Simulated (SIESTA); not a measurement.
The system is LiCl.

```
Cl Li
1.0
     0.00000    2.56477    2.56477
     2.56477    0.00000    2.56477
     2.56477    2.56477    0.00000
Cl Li
1 1
Direct
  0.50000 0.50000 0.50000
  0.00000 0.00000 0.00000
```

Program: SIESTA 5.4.2. Alike in all runs: task single point; no spin polarisation; cell as given; k mesh 9 × 9 × 9; smearing fermi-dirac 0.05 eV; grid cutoff 800 Ry; energy shift 0.003 Ry.

Order these runs on this cell by their band gap on the k mesh, lowest first.
A. level WC; potentials or basis PseudoDojo 0.4 standard (PBEsol files), DZP (energy shift 0.003 Ry; two zetas on semicore shells)
B. level revPBE; potentials or basis PseudoDojo 0.4 standard (PBE files), DZP (energy shift 0.003 Ry; two zetas on semicore shells)
C. level PW91; potentials or basis PseudoDojo 0.4 standard (PBE files), DZP (energy shift 0.003 Ry; two zetas on semicore shells)

A (6.39 eV), C (6.55 eV), B (6.72 eV).

Caveats: an odd mesh through Γ misses points on the zone boundary, where band edges often lie; the basis of atomic orbitals isn't converged, which shifts pressures, moduli and gaps.
